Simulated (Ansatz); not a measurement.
Write the native input for Ansatz 0.2.0 that does the following.

| Property | Result |
| --- | --- |
| Task | single point |
| Functional | HSE06 |
| Potentials or basis | Ansatz PAW |
| Cutoff | 420 eV (not typed: the program's choice for these potentials) |
| k mesh | 4 × 4 × 2 |
| Occupations | fermi-dirac, width 0.05 eV |
| Spin | spin-orbit coupling, no magnetisation |

In:

```xyz
2
Lattice="3.3355 0.0000 0.0000 -1.6677 2.8886 0.0000 0.0000 0.0000 5.5091" Properties=species:S:1:pos:R:3 pbc="T T T"
In    1.6677    0.9629    4.1319
In    0.0000    1.9257    1.3773
```

This isn't the form of In at room conditions, which is tetragonal.

The input as run:

input

```
crystal:
  lattice:
    - [3.335484782, 0.0, 0.0]
    - [-1.667742391, 2.8886145552, 0.0]
    - [0.0, 0.0, 5.50914292]
  atoms:
    - { symbol: In, position: [0.6666666667, 0.3333333333, 0.75] }
    - { symbol: In, position: [0.3333333333, 0.6666666667, 0.25] }
hamiltonian:
  xc: hse06
  pseudopotentials: { kind: paw_fr }
magnetization:
  noncollinear: true
  spin_orbit: true
kpoints:
  mp_grid: { grid: [4, 4, 2] }
scf:
  occupations: { method: fermi_dirac, width: 0.05 }
output:
  forces: true
  stress: true
  eigenvalues: true
```

It gave:

The pressure is 1.6 GPa. The band gap on the k mesh is none (metal or under the smearing width).

Caveat: the k mesh is coarse (spacing up to 0.57 Å⁻¹), so the values aren't converged, least of all with exact exchange; the PAW data sets come from PBE, with cores solved anew for the run's functional, which leaves a small shift of forces and pressure; the thresholds are loose for stress.

Run time: 66 s on 1 × NVIDIA H100 80GB HBM3 with 2 threads of AMD EPYC 7R13 Processor (Zen 3) (shared host), peak memory 1.7 GiB.
